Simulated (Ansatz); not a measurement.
# CuSbSe2: properties at the relaxed cell

The task here is to estimate one member of a computed series from the others.

Program: Ansatz 0.2.0. Level of theory: DFT PBE+D3(BJ), scalar-relativistic, plane waves, PAW, unless a step's input says otherwise. These are calculated values, not measurements.

1 further run of the same task is left out (set aside as unsound or not needed).

## Starting point

The structure is orthorhombic, space group Pnma (No. 62). The conventional cell has a = 6.325 Å, b = 3.972 Å, c = 14.710 Å, α = 90.00°, β = 90.00°, γ = 90.00°. Cu (site symmetry m) has 4 Se at 2.38 to 2.40 Å in its first shell of neighbours. Sb (site symmetry m) has 3 Se at 2.63 to 2.74 Å in its first shell of neighbours. Se (site symmetry m) has 2 Cu at 2.38 to 2.40 Å and 2 Sb at 2.74 Å in its first shell of neighbours. Se (site symmetry m) has 2 Cu at 2.40 Å and 1 Sb at 2.63 Å in its first shell of neighbours.

Structure file:

```cif
data_structure
_symmetry_space_group_name_H-M 'P 1'
_symmetry_Int_Tables_number 1
_cell_length_a 6.3251
_cell_length_b 3.9720
_cell_length_c 14.7102
_cell_angle_alpha 90.000
_cell_angle_beta 90.000
_cell_angle_gamma 90.000
_cell_volume 369.57
loop_
_atom_site_label
_atom_site_type_symbol
_atom_site_fract_x
_atom_site_fract_y
_atom_site_fract_z
_atom_site_occupancy
Cu1 Cu 0.24602 0.75000 0.67100 1
Cu2 Cu 0.75398 0.25000 0.32900 1
Cu3 Cu 0.74602 0.75000 0.82900 1
Cu4 Cu 0.25398 0.25000 0.17100 1
Sb1 Sb 0.28116 0.75000 0.44625 1
Sb2 Sb 0.21884 0.25000 0.94625 1
Sb3 Sb 0.78116 0.75000 0.05375 1
Sb4 Sb 0.71884 0.25000 0.55375 1
Se1 Se 0.87797 0.25000 0.17492 1
Se2 Se 0.87736 0.75000 0.40407 1
Se3 Se 0.12203 0.75000 0.82508 1
Se4 Se 0.37797 0.25000 0.32508 1
Se5 Se 0.37736 0.75000 0.09593 1
Se6 Se 0.12264 0.25000 0.59593 1
Se7 Se 0.62264 0.25000 0.90407 1
Se8 Se 0.62203 0.75000 0.67492 1
```

It goes back to an entry of the Materials Project, which need not be the stable form.

It is the result of an earlier relaxation at this level (volume 23.10 Å³/atom; gap on the mesh: 0.44 eV).

The first run:

Contents of input.yaml:

```yaml
crystal:
  lattice:
    - [6.3251210499, 0.0, 0.0]
    - [0.0, 3.9720163737, 0.0]
    - [0.0, 0.0, 14.7102311197]
  atoms:
    - { symbol: Cu, position: [0.2460204523, 0.75, 0.6710038951] }
    - { symbol: Cu, position: [0.7539795477, 0.25, 0.3289961049] }
    - { symbol: Cu, position: [0.7460204523, 0.75, 0.8289961049] }
    - { symbol: Cu, position: [0.2539795477, 0.25, 0.1710038951] }
    - { symbol: Sb, position: [0.2811550148, 0.75, 0.446251819] }
    - { symbol: Sb, position: [0.2188449852, 0.25, 0.946251819] }
    - { symbol: Sb, position: [0.7811550148, 0.75, 0.053748181] }
    - { symbol: Sb, position: [0.7188449852, 0.25, 0.553748181] }
    - { symbol: Se, position: [0.8779666268, 0.25, 0.1749182141] }
    - { symbol: Se, position: [0.8773550753, 0.75, 0.4040719836] }
    - { symbol: Se, position: [0.1220333732, 0.75, 0.8250817859] }
    - { symbol: Se, position: [0.3779666268, 0.25, 0.3250817859] }
    - { symbol: Se, position: [0.3773550753, 0.75, 0.0959280164] }
    - { symbol: Se, position: [0.1226449247, 0.25, 0.5959280164] }
    - { symbol: Se, position: [0.6226449247, 0.25, 0.9040719836] }
    - { symbol: Se, position: [0.6220333732, 0.75, 0.6749182141] }
basis:
  ecutwfc: 420
kpoints:
  mp_grid: { grid: [6, 10, 4] }
hamiltonian:
  xc: pbesol
scf:
  occupations: { method: gaussian, width: 0.02 }
output:
  forces: true
  stress: true
  eigenvalues: true
relax:
  adjacent_minimum: "off"
  f_tol: 0.005
  max_steps: 50
  cell: { stress_tol: 0.05 }
```

Command:

```console
$ ansatz run input.yaml --threads 8 --pin off --max-ram 22528MiB --backend cpu --events-out ev --progress --plain --runs-dir out
```

Steps of the session up to this table: Relaxing with PBEsol; Relaxing with PBE; Relaxing with LDA; Relaxing with r2SCAN.

One of the session's tables, all rows but one given; the rest of the session is left out.

It belongs to the step «Relaxed cells side by side». 

| functional | a (Å) | b (Å) | c (Å) | volume (Å³/atom) | gap on the mesh (eV) |
| --- | --- | --- | --- | --- | --- |
| PBE+D3(BJ) | 6.325 | 3.972 | 14.710 | 23.10 | 0.44 |
| PBEsol | 6.315 | 3.969 | 14.642 | 22.94 | 0.39 |
| PBE | 6.466 | 4.044 | 15.039 | 24.58 | 0.56 |
| LDA | 6.258 | 3.931 | 14.504 | 22.30 | 0.34 |
| r2SCAN | ? | ? | ? | ? | ? |

Estimate the missing values for r2SCAN.

As computed: a (Å): 6.393; b (Å): 3.992; c (Å): 15.075; volume (Å³/atom): 24.05; gap on the mesh (eV): 0.73. In the column «a (Å)» it lies between PBE+D3(BJ) (6.325) and PBE (6.466).
